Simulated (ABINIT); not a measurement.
# GaAs (F-43m): G0W0 in ABINIT against the exchange cutoff, part 2 of 2

Aim: move the exchange cutoff of a G0W0 run on GaAs (F-43m) over a wide range.

ABINIT 10.8.3; PBE and many-body steps on it, plane waves. Known limits of the many-body steps: not at the basis limit; exchange with frozen shells missing; screening runs away on this mesh; no spin-orbit coupling; coarse k mesh.

So far. Step 2 (Screening, 4×4×4 mesh, 87 bands, screening to 163.3 eV): Local fields lower ε∞ by 6 %. The value itself is an artefact of the mesh, where one narrow direct gap carries too much weight. Step 5 (15.2 Ha): The gap on the mesh goes from 0.51 eV to 1.07 eV, a correction of +0.55 eV.

## Step 6: 26.6 Ha

Level of this step: G0W0 on PBE, plane waves, norm-conserving pseudopotentials (ABINIT).

run.abi

```
acell 3*1.0 Angstrom
rprim 
  0.000000000000 2.826850000000 2.826850000000
  2.826850000000 0.000000000000 2.826850000000
  2.826850000000 2.826850000000 -0.000000000000
ntypat 2
znucl 31 33
natom 2
typat 1 2
xred 
  0.000000000000 0.000000000000 0.000000000000
  0.250000000000 0.250000000000 0.250000000000
pp_dirpath "pseudos"
pseudos "Ga.upf, As.upf"
ecut 38
ngkpt 4 4 4
nshiftk 1
shiftk 0 0 0
kptopt 1
chksymbreak 0
istwfk *1
occopt 1
irdwfk 1
optdriver 4
nband 87
gwcalctyp 0
ecutsigx 26.6
symsigma 1
nkptgw 1
kptgw 
  0.0000000000 0.0000000000 0.0000000000
bdgw 
  12 18
ecuteps 6
irdscr 1
ppmodel 1
indata_prefix "in"
outdata_prefix "out"
tmpdata_prefix "tmp"
```

Command:

```sh
OMP_NUM_THREADS=1 mpirun -n 8 abinit run.abi > log
```

The program printed:

```text
.Version 10.8.3 of ABINIT. v10.8.2 released Aug 2026.

 Symmetries : space group F-4 3 m (#216); Bravais cF (face-center cubic)
[... echo of the input left out ...]
== DATASET  1 ==================================================================
-   mpi_nproc: 8, omp_nthreads: 1 (-1 if OMP is not activated)

--- !DatasetInfo
iteration_state: {dtset: 1, }
dimensions: {natom: 2, nkpt: 8, mband: 87, nsppol: 1, nspinor: 1, nspden: 1, mpw: 3479, }
cutoff_energies: {ecut:  38.0, pawecutdg:  -1.0, }
[...]
16   7.763 -10.841  -6.840  -4.071   0.798  -0.252 -10.897  -0.056   7.707
       17   7.763 -10.841  -6.840  -4.071   0.798  -0.252 -10.897  -0.056   7.707
       18   7.763 -10.841  -6.840  -4.071   0.798  -0.252 -10.897  -0.056   7.707

== END DATASET(S) ==============================================================
================================================================================

 -outvars: echo values of variables after computation  --------
           etotal      0.0000000000E+00
            nband          87
             nkpt           8
          spgroup         216
 [... the other variables as echoed above ...]

 Calculation completed.
```

Wall time 5.3 s (8 MPI ranks of Intel Xeon Platinum 8259CL at 2.50GHz (Skylake/Cascade Lake), shared host); peak memory 0.56 GiB; 40 s of CPU time.

This step gave:

```
G0W0 gap on the points computed              : 1.123 eV
starting gap on the mesh                     : 0.5137 eV
k of the valence top                         : 0, 0, 0
k of the conduction bottom                   : 0, 0, 0
least direct G0W0 gap on the computed points : 1.123 eV
```

Against the run before, the gap moves by +0.055 eV.

## Step 7: 38 Ha

Edit run.abi of step 6 so:

```diff
@@ -26,3 +26,3 @@
 gwcalctyp 0
-ecutsigx 26.6
+ecutsigx 38
 symsigma 1
```

The program printed:

```text
.Version 10.8.3 of ABINIT. v10.8.2 released Aug 2026.

 Symmetries : space group F-4 3 m (#216); Bravais cF (face-center cubic)
[... echo of the input left out ...]
== DATASET  1 ==================================================================
-   mpi_nproc: 8, omp_nthreads: 1 (-1 if OMP is not activated)

--- !DatasetInfo
iteration_state: {dtset: 1, }
dimensions: {natom: 2, nkpt: 8, mband: 87, nsppol: 1, nspinor: 1, nspden: 1, mpw: 3479, }
cutoff_energies: {ecut:  38.0, pawecutdg:  -1.0, }
[...]
16   7.763 -10.841  -6.854  -4.071   0.798  -0.252 -10.908  -0.067   7.696
       17   7.763 -10.841  -6.854  -4.071   0.798  -0.252 -10.908  -0.067   7.696
       18   7.763 -10.841  -6.854  -4.071   0.798  -0.252 -10.908  -0.067   7.696

== END DATASET(S) ==============================================================
================================================================================

 -outvars: echo values of variables after computation  --------
           etotal      0.0000000000E+00
            nband          87
             nkpt           8
          spgroup         216
 [... the other variables as echoed above ...]

 Calculation completed.
```

The job ended after 6.4 s (8 MPI ranks; peak memory 1.2 GiB; 48 s of CPU time).

Numbers from this step:

| Quantity | Value |
| --- | --- |
| G0W0 gap on the points computed | 1.134 eV |
| starting gap on the mesh | 0.5137 eV |
| k of the valence top | 0, 0, 0 |
| k of the conduction bottom | 0, 0, 0 |
| least direct G0W0 gap on the computed points | 1.134 eV |

Against the run before, the gap moves by +0.011 eV.

## Step 8: Side by side

Times are wall times on 8 MPI ranks of Intel Xeon Platinum 8259CL at 2.50GHz (Skylake/Cascade Lake), shared host, good to a factor of about two. A run's time includes the screening step that it read.

| run | mesh | bands | screening cutoff (eV) | DFT gap (eV) | gap on the mesh (eV) | direct (eV) | ε∞ used | time |
| --- | --- | --- | --- | --- | --- | --- | --- | --- |
| 3.8 Ha | 4×4×4 | 87 | 163.3 | 0.514 | 1.815 | 1.815 | 138.88 | 27 s |
| 7.6 Ha | 4×4×4 | 87 | 163.3 | 0.514 | 1.195 | 1.195 | 138.88 | 29 s |
| 15.2 Ha | 4×4×4 | 87 | 163.3 | 0.514 | 1.068 | 1.068 | 138.88 | 28 s |
| 26.6 Ha | 4×4×4 | 87 | 163.3 | 0.514 | 1.123 | 1.123 | 138.88 | 28 s |
| 38 Ha | 4×4×4 | 87 | 163.3 | 0.514 | 1.134 | 1.134 | 138.88 | 29 s |

## Step 9: What came out

| Item | Value |
| --- | --- |
| 3.8 Ha | 1.815 eV |
| 7.6 Ha | 1.195 eV |
| 15.2 Ha | 1.068 eV |
| 26.6 Ha | 1.123 eV |
| 38 Ha | 1.134 eV |
| known limits | not at the basis limit; exchange with frozen shells missing; screening runs away on this mesh; no spin-orbit coupling; coarse k mesh |

**Reading.** The setting moved: exchange cutoff. From 3.8 Ha to 38 Ha the gap moves by −0.68 eV, not steadily: it passes through 1.07 eV. The last step still moves it by +0.011 eV. Bands and screening cutoff are coupled, so a series along one setting does not show full convergence. Below the screening cutoff the correlation part is cut too. Bands and cutoff are finite, so the gap is not at the basis limit. The miss can reach some tenths of an eV and take either sign; the mesh is an error of its own. In the G0W0 runs levels were corrected at 1 k point alone, so a gap called «on the mesh» is the least over those, and an edge elsewhere would be missed. The 4×4×4 mesh is coarse for this cell, which bears on the long-range parts of exchange and screening. The norm-conserving file of at least one element keeps a d shell over frozen s and p shells of the same row. Exchange with those shells is missing from the self-energy, an error of 0.3 to 0.9 eV in cases checked, whose sign depends on which edge lies on those atoms. For the PBE start: On this mesh the RPA ε∞ passes 90, more than nearly any semiconductor shows; a coarse mesh does this where one point with a narrow direct gap carries much weight. The screening is then too strong, and the G0W0 gap should not be taken as the material's. The many-body steps are scalar-relativistic: spin-orbit coupling is not in them.

[Paths, hosts, dates, memory and timing lines, banners, echoed tables and standing remarks are left out of the program output.]

[Logs are printed without paths, hosts, clocks, repeated set-up lines and the standing remarks that a program may print on its own settings, such as how far it seeks lower states.]

[Runs of the session that timed out or met a known fault of the program may be left out.]

[Hosts, paths, dates, database ids (printed as entryN), source tags and the programs' standing remarks are cut or masked in the printed files.]

[G0W0 gaps are taken among the corrected bands and points alone; a level outside them can change the order at an edge.]

[Where Ansatz stands beside ABINIT at settings called matched, ABINIT's density can come from a denser mesh and the files from another edition; pairs whose starting gaps differed by over 0.03 eV were left out, so agreement reads better than it is.]
